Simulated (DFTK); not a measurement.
Runs of DFTK 0.8.2 on GaN. Symmetry: P6_3mc, No. 186, hexagonal system. The conventional cell has a = 3.180 Å, b = 3.180 Å, c = 5.166 Å, α = 90.00°, β = 90.00°, γ = 120.00°. Ga (site symmetry 3m) is surrounded by 4 N at 1.94 to 1.95 Å. Around N (site symmetry 3m) lie 4 Ga at 1.94 to 1.95 Å. 

```csv
task,level,potentials or basis,k mesh,cutoff (eV),valence electrons,SCF solver,mesh quality,gap on the mesh (eV),largest force (eV/Å)
band structure,r2SCAN,SG15 1.2 (PBE),6 × 6 × 3,1225,"Ga 13, N 5",ScfAndersonSolver,not flagged,2.12,(a)
band structure,PBE,"cp2k.nc.sr.pbe.v0_1.largecore.gth (PBE, GTH, large core)",8 × 8 × 4,1633,"Ga 3, N 5",-,not flagged,2.33,0.13
band structure,PBEsol,SPMS 1.0 (PBE),9 × 9 × 4,816,"Ga 13, N 5",-,not flagged,1.90,0.13
band structure,BJ06,SG15 1.2 (PBE),6 × 6 × 3,1225,"Ga 13, N 5",ScfAndersonSolver,not flagged,(b),-
```

Alike in all rows: no spin polarisation; cell as given; smearing fermi-dirac 0.05 eV.

**Question.** Estimate the missing entries.

**Answer.** (a) 0.12; (b) 2.04.

Caveats: the potentials were made for another functional, which shifts forces and pressure (some runs); this set keeps more shells in the core, which shifts pressures and gaps (some runs); the program leaves the constant c of mgga_x_tb09 at 1, so the potential is Becke-Johnson's (BJ06) and not Tran and Blaha's, with levels but no total energy (some runs).

A k mesh can miss the band edges, and the runs leave out spin-orbit coupling on Ga.

Not every run made on this cell is shown here.
